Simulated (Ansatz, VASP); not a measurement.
**One calculation of GaSb, two programs**

```
Sb Ga
1.0
     0.00000    3.05900    3.05900
     3.05900    0.00000    3.05900
     3.05900    3.05900    0.00000
Sb Ga
1 1
Direct
  0.75000 0.75000 0.75000
  0.00000 0.00000 0.00000
```

Alike in both runs: task band structure; functional r2SCAN50; k mesh 4 × 4 × 4; occupations fermi-dirac, width 0.05 eV; no spin polarisation.

|  | VASP | Ansatz |
| --- | --- | --- |
| version | VASP 6.6.1 | Ansatz 0.2.0 |
| potentials or method | VASP PAW PBE potentials, release 64 (Sb, Ga_d) | Ansatz PAW |
| plane-wave cutoff (eV) | 520 | 500 |
| valence electrons in the cell | 18 | 28 |

Ansatz gave:

```
gap on the k mesh at the Fermi level (eV) : 3.08
least direct gap on the mesh (eV)         : 3.08
gap along the band path (eV)              : 3.08
pressure (GPa)                            : -1.4
```

Task: What did VASP give for the same quantities?

Result: gap on the k mesh at the Fermi level (eV): 3.37; least direct gap on the mesh (eV): 3.39; gap along the band path (eV): 3.37; pressure (GPa): -3.9.

One of these differences is far larger than is usual between the two programs; its cause wasn't traced. With one functional, cell and mesh, what is left measures potentials, basis and numerics. The two sets of potentials don't hold the same shells in valence.

Caveats: the k mesh is coarse (spacing up to 0.44 Å⁻¹), so the values aren't converged, least of all with exact exchange; spin-orbit coupling is left out, which moves the levels of the heavy elements; the PAW data sets were made with another functional, which shifts forces and pressure a little (VASP); the PAW data sets come from PBE, with cores solved anew for the run's functional, which leaves a small shift of forces and pressure (Ansatz); the thresholds are loose for stress (Ansatz).
